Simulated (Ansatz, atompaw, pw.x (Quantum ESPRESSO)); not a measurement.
# Zn: one change to the PAW (atompaw) potential, in the atom and in the fcc crystal

| Quantity | Value |
| --- | --- |
| Element | zinc |
| Generator | atompaw 4.2.0.5 |
| Type | PAW |
| Functional | PBE |
| Relativity | scalar-relativistic |
| Frozen core | [Ar] 3d10 |
| Valence charge | 2 |
| Reference configuration | 4s1.75 4p0.25 |
| Partial waves | 4s (bound): rc 2.60 bohr; 4s channel at 0.05 Ry: rc 2.60 bohr; 4p (bound): rc 2.05 bohr; 4p channel at 0.75 Ry: rc 2.60 bohr; 4d channel at 0.1 Ry: rc 2.60 bohr |
| Local potential | troulliermartins scheme with l = 3 at 0 Ry, radius 2.25 bohr |
| Core correction | smooth core density matched at 2.00 bohr |
| Augmentation charge | besselshape compensation charge, radius 2.55 bohr; PAW radius 2.60 bohr; waves and projectors: custom rrkj vanderbiltortho |

Change: local potential troulliermartins scheme with l = 3 at 0 Ry, radius 1.84 bohr.

Cutoffs, loose and tight: the cutoffs (Ry, on a coarse ladder) from which the occupation-weighted sum of valence levels, in a spherical-Bessel basis at the reference potential, stays within 10 and 1 mRy of its value at 400 Ry. They see the waves, projectors and local potential, not the compensation charge or the core.

Crystal test: fcc Zn in pw.x 7.5, no spin, 14³ k-points, Fermi–Dirac smearing 0.01 Ry, cutoffs set for each file from its atomic test. The reference is all-electron LAPW (Ansatz 0.2.0) with the same functional, mesh and smearing; V0 and B0 come from Birch–Murnaghan fits to the pressures at five volumes. Errors are pseudo minus all-electron; Δ is the rms difference of the E(V) curves that follow from these fits, minima aligned, over ±6 % about the mean V0. Mesh and smearing are coarse, so the numbers serve the comparison and aren't converged zero-temperature values; the lattice is a test structure that the element need not adopt.

All-electron: a0 = 3.931 Å (V0 = 15.18 Å³/atom), B0 = 69.9 GPa.

Task: Does the change bring the crystal closer to the all-electron result?

Result: The mean pressure error goes from -0.59 to -0.79 GPa, so the change moves the solid further from the all-electron pressures.

| quantity | base | changed |
| --- | --- | --- |
| outcome (atom) | generated | generated |
| cutoff, loose (atom) | 6 Ry | 6 Ry |
| cutoff, tight (atom) | 6 Ry | 6 Ry |
| bound ghosts (atom) | none | none |
| cutoffs in pw.x (Ry) | 40/400 | 40/400 |
| a0 (Å) | 3.919 | 3.915 |
| a0 error (%) | -0.29 | -0.39 |
| B0 error (%) | -2.6 | -2.3 |
| Δ (meV/atom) | 2.1 | 2.8 |
| mean pressure error (GPa) | -0.59 | -0.79 |

Base: The logarithmic derivative shows an extra or strongly shifted pseudo pole above the reference energy (d near 1.31 Ry). Changed file: The logarithmic derivative shows an extra or strongly shifted pseudo pole above the reference energy (d near 1.21 Ry). The atomic cutoffs weigh occupied waves only.
